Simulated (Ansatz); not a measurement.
**NiSb (P6_3/mmc): other levels of theory at one geometry**

An exercise on one series of results from a longer session: the logs are not shown, and one member is left open.

Computed with Ansatz 0.2.0 (DFT at several levels, plane waves, PAW, unless a step's input says otherwise).

### The starting structure

Symmetry: P6_3/mmc, No. 194, hexagonal system. The conventional cell has a = 3.971 Å, b = 3.971 Å, c = 5.168 Å, α = 90.00°, β = 90.00°, γ = 120.00°. Ni (site symmetry -3m) is surrounded by 2 Ni at 2.58 Å and 6 Sb at 2.63 Å. Sb (site symmetry -6m2) is surrounded by 6 Ni at 2.63 Å.

Structure file:

```
CELL_PARAMETERS angstrom
3.97105 0.00000 0.00000
-1.98553 3.43903 0.00000
0.00000 0.00000 5.16801
ATOMIC_POSITIONS crystal
Ni 0.00000 0.00000 0.00000
Ni 0.00000 0.00000 0.50000
Sb 0.33333 0.66667 0.25000
Sb 0.66667 0.33333 0.75000
```

This cell comes from an earlier session at PBE: 17.644 Å³/atom at -0.01 GPa, on a 10×10×8 mesh, metallic, no moment left.

Levels to run: PBE+SOC, moments along [001]; r²SCAN; PBEsol; LDA. Hardware: 4 threads of Arm Neoverse V2, shared host.

Set-up of the first run:

input.yaml

```yaml
crystal:
  lattice:
    - [3.9710518376, 0.0, 0.0]
    - [-1.9855259188, 3.4390317711, 0.0]
    - [0.0, 0.0, 5.1680081343]
  atoms:
    - { symbol: Ni, position: [0.0, 0.0, 0.0], spin: 0.8, spin_axis: [0.0, 0.0, 1.0] }
    - { symbol: Ni, position: [0.0, 0.0, 0.5], spin: 0.8, spin_axis: [0.0, 0.0, 1.0] }
    - { symbol: Sb, position: [0.3333333333, 0.6666666667, 0.25] }
    - { symbol: Sb, position: [0.6666666667, 0.3333333333, 0.75] }
basis:
  ecutwfc: 420
  ecutrho_ratio: 4
kpoints:
  mp_grid: { grid: [10, 10, 8] }
hamiltonian:
  xc: pbe
scf:
  occupations: { method: gaussian, width: 0.05 }
output:
  forces: true
  stress: true
  eigenvalues: true
  populations: true
  dos: { projected: true, de: 0.02 }
  write_density: true
  write_potential: true
  elf: true
  volumetric_format: npy
magnetization:
  noncollinear: true
  spin_orbit: true
```

Launch:

```sh
ansatz run input.yaml --threads 4 --pin off --max-ram 7168MiB --backend cpu --events-out ev --progress --plain --runs-dir out
```

Steps of the session up to this table: PBE+SOC, moments along [001]; r²SCAN; PBEsol; LDA.

One of the session's tables, all rows but one given; the rest of the session is left out.

| level | pressure (GPa) |
| --- | --- |
| PBE | 0.0 |
| LDA | ? |
| PBEsol | -5.5 |
| PBE+SOC, moments along [001] | 0.0 |
| r²SCAN | -3.4 |

Q: Estimate the row for LDA from the others.

**Answer.** pressure (GPa): -8.8. In the column «pressure (GPa)» it is the lowest.

Total energies of different levels have different zeros and can't be compared.

Limits of these values: Warnings in the runs' records: seeded moment not kept, stress scf threshold loose, stability check not made.
